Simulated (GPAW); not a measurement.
The system is Ge.

```xyz
2
Lattice="0.0000 2.8289 2.8289 2.8289 0.0000 2.8289 2.8289 2.8289 0.0000" Properties=species:S:1:pos:R:3 pbc="T T T"
Ge    4.2434    4.2434    4.2434
Ge    2.8289    2.8289    2.8289
```

Program: GPAW 26.7.0. Alike in all runs: cell as given; k mesh 8 × 8 × 8; cutoff (eV) 600. Hardware: 1 thread of Arm Neoverse V1, with other jobs on the host.

**Question.** Order these runs on this cell by their wall time, lowest first.
A. task band structure; level mBEEF; potentials or basis GPAW PAW data sets (gpaw-data 1.2.1), pw; spin SOC, no magnetisation; smearing fermi-dirac 0.05 eV; band path GXWKGLUWLK,UX; band points 100; spin axis theta (degrees) 54.7; spin axis phi (degrees) 45
B. task band structure; level PBEsol; potentials or basis PAW data sets generated in the run's folder for this functional, pw; spin off; smearing fermi-dirac 0.05 eV; band path GXWKGLUWLK,UX; band points 100
C. task single point; level PBE; potentials or basis GPAW PAW data sets (gpaw-data 1.2.1), pw; spin off; smearing gaussian 0.026 eV

**Answer.** C (10 s), B (37 s), A (130 s).

Caveats: spin-orbit coupling was added after a scalar SCF, so levels and gaps hold it while energy, forces, pressure and moments don't (some runs).

Not every run made on this cell is shown here.
